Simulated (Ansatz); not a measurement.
The system is TiTe.

```
Ti Te
1.0
     3.63109    0.00000    0.00000
     0.00000    3.63109    0.00000
     0.00000    0.00000    3.63109
Ti Te
1 1
Direct
  0.00000 0.00000 0.00000
  0.50000 0.50000 0.50000
```

The cell comes from a database or a generator and needn't be the stable form of this composition.

- Program: Ansatz 0.2.0
- Task: relaxation of cell and atoms
- Functional: PBEsol0
- Potentials or basis: Ansatz PAW
- Cutoff: 420 eV (not typed: the program's choice for these potentials)
- k mesh: 4 × 4 × 4
- Occupations: fermi-dirac, width 0.05 eV
- Spin: no spin polarisation

At the start: volume 23.94 Å³/atom.

Problem. Where does the relaxation end?

Solution. It ends after 6 steps and the volume is 18.97 Å³/atom (-20.8 %); space group Pm-3m (No. 221, to 0.05 Å).

The path:
```tsv
step	energy change (eV)	largest force (eV/Å)	volume (Å³)
1	0.0000	0.0000	47.88
2	-0.5264	0.0000	41.21
3	-0.5820	0.0000	36.13
4	-0.6148	0.0000	38.21
5	-0.6156	0.0000	37.93
6	-0.6133	0.0000	37.93
```

Final structure:
```
Ti Te
1.0
     3.36003    0.00000    0.00000
     0.00000    3.36003    0.00000
     0.00000    0.00000    3.36003
Ti Te
1 1
Cartesian
  0.0000 0.0000 0.0000
  1.6800 1.6800 1.6800
```

Caveat: the k mesh is coarse (spacing up to 0.43 Å⁻¹), so the values aren't converged, least of all with exact exchange; the volume moved by over 15 % at a fixed basis, so the end points are rough; the plane-wave basis is chosen anew once the cell has moved, so the energies of steps on either side of that aren't comparable; the PAW data sets come from PBE, with cores solved anew for the run's functional, which leaves a small shift of forces and pressure.
